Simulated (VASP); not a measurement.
# CoO (Fm-3m) in VASP: notebook

Runs on CoO. Level: PBE. Tasks: single point.

Program: VASP 6.6.1. These are calculated values, not measurements. Logs are shortened: lines on timing, memory, paths and dates and some standing lists are left out, and cuts for length are marked.

## (1) Starting point

The structure is cubic, space group Fm-3m (No. 225). The conventional cell has a = 4.263 Å, b = 4.263 Å, c = 4.263 Å, α = 90.00°, β = 90.00°, γ = 90.00°. Around Co (site symmetry m-3m) lie 6 O at 2.13 Å. O (site symmetry m-3m) has 6 Co at 2.13 Å as nearest neighbours.

## (2) Single point, PBE, collinear spin, ferromagnetic start

Contents of INCAR:

```
PREC = Accurate ; ENCUT = 520
EDIFF = 1E-7 ; ISMEAR = 0
SIGMA = 0.02 ; LREAL = False
LASPH = True ; NELM = 120
ALGO = Normal ; ISIF = 2
LWAVE = False ; LCHARG = False
ISPIN = 2 ; MAGMOM = 3 0
LORBIT = 11 ; LMAXMIX = 4
GGA = PE ; NBANDS = 18
```

Contents of KPOINTS:

```
regular mesh
0
Gamma
  8 8 8
```

Contents of POSCAR:

```
CoO
1.0
    0.0000000000      2.1315000000      2.1315000000
    2.1315000000      0.0000000000      2.1315000000
    2.1315000000      2.1315000000      0.0000000000
Co O
1 1
Direct
    0.0000000000      0.0000000000      0.0000000000
    0.5000000000      0.5000000000      0.5000000000
```

Potentials or basis: VASP PAW PBE potentials, release 64 (Co, O).

Started as:

```
cat potpaw_PBE.64/Co/POTCAR potpaw_PBE.64/O/POTCAR > POTCAR
mpirun -np 1 vasp_std > vasp.out
```

OUTCAR:

```text
PREC = Accurate
   ENCUT = 520
   EDIFF = 1E-7
   ISMEAR = 0
   LREAL = False
   LASPH = True
   NELM = 120
   ISIF = 2
   ISPIN = 2
   LORBIT = 11
   GGA = PE

 ion  position               nearest neighbor table
   1  0.000  0.000  0.000-   2 2.13   2 2.13   2 2.13   2 2.13   2 2.13   2 2.13
   2  0.500  0.500  0.500-   1 2.13   1 2.13   1 2.13   1 2.13   1 2.13   1 2.13

  LATTYP: Found a face centered cubic cell.
 ALAT       =     4.2630000000

  Lattice vectors:

 A1 = (   0.0000000000,   2.1315000000,   2.1315000000)
 A2 = (   2.1315000000,   0.0000000000,   2.1315000000)
 A3 = (   2.1315000000,   2.1315000000,   0.0000000000)

Analysis of symmetry for initial positions (statically):
=====================================================================
 Subroutine PRICEL returns:
 Original cell was already a primitive cell.

 Routine SETGRP: Setting up the symmetry group for a
 face centered cubic supercell.

 Subroutine GETGRP returns: Found 48 space group operations
 (whereof 48 operations were pure point group operations)
 out of a pool of 48 trial point group operations.

The static configuration has the point symmetry O_h .

Analysis of symmetry for dynamics (positions and initial velocities):
=====================================================================
 Subroutine PRICEL returns:
 Original cell was already a primitive cell.

 Routine SETGRP: Setting up the symmetry group for a
 face centered cubic supercell.

 Subroutine GETGRP returns: Found 48 space group operations
 (whereof 48 operations were pure point group operations)
 out of a pool of 48 trial point group operations.

The dynamic configuration has the point symmetry O_h .

Analysis of structural, dynamic, and magnetic symmetry:
=====================================================================
 Subroutine PRICEL returns:
 Original cell was already a primitive cell.

 Routine SETGRP: Setting up the symmetry group for a
 face centered cubic supercell.

 Subroutine GETGRP returns: Found 48 space group operations
 (whereof 48 operations were pure point group operations)
 out of a pool of 48 trial point group operations.

The overall configuration has the point symmetry O_h .

 Subroutine INISYM returns: Found 48 space group operations
 (whereof 48 operations are pure point group operations),
 and found     1 'primitive' translations

----------------------------------------------------------------------------------------

                                     Primitive cell

  volume of cell :      19.3681

  direct lattice vectors                    reciprocal lattice vectors
     0.000000000  2.131500000  2.131500000    -0.234576589  0.234576589  0.234576589
     2.131500000  0.000000000  2.131500000     0.234576589 -0.234576589  0.234576589
     2.131500000  2.131500000  0.000000000     0.234576589  0.234576589 -0.234576589

  length of vectors
     3.014396208  3.014396208  3.014396208     0.406298571  0.406298571  0.406298571

  position of ions in fractional coordinates (direct lattice)
     0.000000000  0.000000000  0.000000000
     0.500000000  0.500000000  0.500000000

  ion indices of the primitive-cell ions
   primitive index   ion index
                 1           1
                 2           2

----------------------------------------------------------------------------------------

 KPOINTS: regular mesh

Automatic generation of k-mesh.
 Grid dimensions read from file:
 generate k-points for:    8    8    8

 Generating k-lattice:

  Cartesian coordinates                     Fractional coordinates (reciprocal lattice)
    -0.029322074  0.029322074  0.029322074     0.125000000  0.000000000  0.000000000
     0.029322074 -0.029322074  0.029322074     0.000000000  0.125000000  0.000000000
     0.029322074  0.029322074 -0.029322074     0.000000000  0.000000000  0.125000000

  Length of vectors
     0.050787321  0.050787321  0.050787321

  Shift w.r.t. Gamma in fractional coordinates (k-lattice)
     0.000000000  0.000000000  0.000000000

 Subroutine IBZKPT returns following result:
 ===========================================

 Found     29 irreducible k-points:

 Following reciprocal coordinates:
            Coordinates               Weight
  0.000000  0.000000  0.000000      1.000000
  0.125000  0.000000  0.000000      8.000000
  0.250000  0.000000  0.000000      8.000000
  0.375000  0.000000  0.000000      8.000000
  0.500000  0.000000  0.000000      4.000000
  0.125000  0.125000  0.000000      6.000000
[... 16 lines left out ...]
  0.500000  0.250000  0.125000     48.000000
 -0.375000  0.250000  0.125000     24.000000
 [... further k-points ...]
   k-points           NKPTS =     29   k-points in BZ     NKDIM =     29   number of bands    NBANDS=     18
   number of dos      NEDOS =    301   number of ions     NIONS =      2
   total plane-waves  NPLWV =  13824
   dimension x,y,z NGX =    24 NGY =   24 NGZ =   24
   dimension x,y,z NGXF=    48 NGYF=   48 NGZF=   48
   ions per type =               1   1
   NGX,Y,Z   is equivalent  to a cutoff of  13.24, 13.24, 13.24 a.u.
   NGXF,Y,Z  is equivalent  to a cutoff of  26.47, 26.47, 26.47 a.u.
 SYSTEM =  unknown system
   PREC   = accura    normal or accurate (medium, high low for compatibility)
   ISTART =      0    job   : 0-new  1-cont  2-samecut
   ICHARG =      2    charge: 1-file 2-atom 10-const
   ISPIN  =      2    spin polarized calculation?
   LNONCOLLINEAR =      F non collinear calculations
   LSORBIT =      F    spin-orbit coupling
   LASPH  =      T    aspherical Exc in radial PAW
   ENCUT  =  520.0 eV  38.22 Ry    6.18 a.u.   5.60  5.60  5.60*2*pi/ulx,y,z
   NELM   =    120;   NELMIN=  2; NELMDL= -5     # of ELM steps
   EDIFF  = 0.1E-06   stopping-criterion for ELM
   LREAL  =      F    real-space projection
   EDIFFG = 0.1E-05   stopping-criterion for IOM
   NSW    =      0    number of steps for IOM
   IBRION =     -1    ionic relax: 0-MD 1-quasi-New 2-CG
   NFREE  =      0    steps in history (QN), initial steepest desc. (CG)
   ISIF   =      2    stress and relaxation
   ISYM   =      2    0-nonsym 1-usesym 2-fastsym
   POTIM  = 0.5000    time-step for ionic-motion
   TEBEG  =    0.0;   TEEND  =   0.0 temperature during run
   PSTRESS=    0.0 pullay stress
   NELECT =      15.0000    total number of electrons
   NUPDOWN=      -1.0000    fix difference up-down
   EMIN   =  10.00;   EMAX   =-10.00  energy-range for DOS
   EFERMI =   0.00;   METHOD = LEGACY
   ISMEAR =     0;   SIGMA  =   0.02  broadening in eV -4-tet -1-fermi 0-gaus
   EFERMI_NEDOS =   21; number of points for ismear=-14 and -15
   IALGO  =     38    algorithm
   IMIX   =      4    mixing-type and parameters
     AMIX     =   0.40;   BMIX     =  1.00
     AMIX_MAG =   1.60;   BMIX_MAG =  1.00
  volume/ion in A,a.u.               =       9.68        65.35
  Fermi-wavevector in a.u.,A,eV,Ry     =   1.503407  2.841027 30.752334  2.260233
  Thomas-Fermi vector in A             =   2.614521
   LORBIT       =     11    0 simple, 1 ext, 2 COOP (PROOUT), +10 PAW based schemes
   GGA     = PE    functional components
   LHFCALC =     F    Hartree Fock is set to
   AEXX    =    0.0000 exact exchange contribution
   IVDW    =     0    specifies the selected vdW correction
   LEPSILON=     F    determine dielectric tensor
   LRPA    =     F    only Hartree local field effects (RPA)
 spin polarized calculation
 Gauss-broadening in eV      SIGMA  =   0.02
  energy-cutoff  :      520.00
  volume of cell :       19.37
 maximum number of plane-waves:       544
 NGX is ok and might be reduce to    24
   NGX = 11   NGY = 11   NGZ = 11

 number of electron      15.0000007 magnetization       2.8383977

 Free energy of the ion-electron system (eV)
  ---------------------------------------------------
  ext. energy  EPLUGINS =         0.00000000
  ---------------------------------------------------
  free energy    TOTEN  =       -13.04639676 eV

  energy without entropy =      -13.04569442  energy(sigma->0) =      -13.04604559

 E-fermi :   7.8636     XC(G=0): -12.3963

 val. band max:        7.8603610586   @ k =  -0.2500   0.2500   0.0000
 cond. band min:       7.8662070537   @ k =   0.5000   0.2500   0.0000
 fundamental gap:      0.0058459951
 Fermi energy:         7.8636024405

 spin component 1

 k-point     1 :       0.0000    0.0000    0.0000
  band No.  band energies     occupation
      1     -12.3013      1.00000
      2       4.6480      1.00000
      3       4.6480      1.00000
      4       4.7607      1.00000
      5       4.7607      1.00000
      6       4.7607      1.00000
[... 10 lines left out ...]
     17      29.3096      0.00000
     18      32.7862      0.00000
[... 463 lines left out ...]
 k-point    24 :      -0.3750    0.2500    0.1250
  band No.  band energies     occupation
      1     -11.0166      1.00000
      2       0.4916      1.00000
      3       1.8473      1.00000
      4       2.0776      1.00000
      5       5.3479      1.00000
      6       5.5819      1.00000
[... 10 lines left out ...]
     17      35.8042      0.00000
     18      37.0230      0.00000

 [... further k-points ...]

 spin component 2

 k-point     1 :       0.0000    0.0000    0.0000
  band No.  band energies     occupation
      1     -11.8328      1.00000
      2       5.2813      1.00000
      3       5.2813      1.00000
      4       5.2813      1.00000
      5       6.7738      1.00000
      6       6.7739      1.00000
[... 10 lines left out ...]
     17      30.2518      0.00000
     18      33.5899      0.00000
[... 463 lines left out ...]
 k-point    24 :      -0.3750    0.2500    0.1250
  band No.  band energies     occupation
      1     -10.4973      1.00000
      2       1.0258      1.00000
      3       2.7574      1.00000
      4       3.2974      1.00000
      5       7.5405      1.00000
      6       7.6340      1.00000
[... 10 lines left out ...]
     17      36.1487      0.00000
     18      37.6316      0.00000

 [... further k-points ...]

------------------------ aborting loop because EDIFF is reached ----------------------------------------

  FORCE on cell =-STRESS in cart. coord.  units (eV):
  Direction    XX          YY          ZZ          XY          YZ          ZX
  --------------------------------------------------------------------------------------
  -------------------------------------------------------------------------------------
  Total       -0.3912955     -0.3912955     -0.3912955     -0.0000000      0.0000000      0.0000000
  in kB      -32.3690140    -32.3690140    -32.3690140     -0.0000000      0.0000000      0.0000000
  external PRESSURE =     -32.3690140 kB  Pullay stress =       0.0000000 kB

 VOLUME and BASIS-vectors are now :
 -----------------------------------------------------------------------------
  energy-cutoff  :      520.00
  volume of cell :       19.37
      direct lattice vectors                 reciprocal lattice vectors
     0.000000000  2.131500000  2.131500000    -0.234576589  0.234576589  0.234576589
     2.131500000  0.000000000  2.131500000     0.234576589 -0.234576589  0.234576589
     2.131500000  2.131500000  0.000000000     0.234576589  0.234576589 -0.234576589

 POSITION                                       TOTAL-FORCE (eV/Angst)
 -----------------------------------------------------------------------------------
      0.00000      0.00000      0.00000        -0.000000     -0.000000     -0.000000
      2.13150      2.13150      2.13150         0.000000      0.000000      0.000000
 -----------------------------------------------------------------------------------
    total drift:                                0.000000     -0.000000     -0.000000

  FREE ENERGIE OF THE ION-ELECTRON SYSTEM (eV)
  ---------------------------------------------------
  free  energy   TOTEN  =       -13.0463967595 eV

  energy  without entropy=      -13.0456944190  energy(sigma->0) =      -13.04604559

 total charge

# of ion       s       p       d       tot
------------------------------------------
    1        0.293   0.354   7.147   7.793
    2        1.557   3.419   0.000   4.975
--------------------------------------------------
tot          1.849   3.773   7.147  12.769

 magnetization (x)

# of ion       s       p       d       tot
------------------------------------------
    1        0.021   0.018   2.475   2.514
    2        0.028   0.248   0.000   0.276
--------------------------------------------------
tot          0.049   0.266   2.475   2.790
```

Run time: 33 s. Hardware: 1 thread of Intel Xeon Platinum 8488C (Sapphire Rapids), shared host; peak memory 0.15 GiB.

What came out:

```yaml
Free_energy: -13.0464 eV
Pressure: -3.2 GPa
Band_gap_on_the_k_mesh: none (metal or under the smearing width)
Net_moment: 2.84 μB per cell
Site_moments: Co +2.51; O +0.28 μB
Valence_electrons_inside_the_program's_atomic_spheres: Co 7.79; O 4.97
```

Caveat: a cell with one magnetic atom can't hold antiferromagnetic order, which such compounds often take; semilocal functionals often make such compounds metallic where correlation or magnetic order opens a gap, which also shifts bond lengths. With open d or f shells a metallic result of PBE can be an artefact of self-interaction; +U or a hybrid may open a gap.

[end of part 1 of 2]
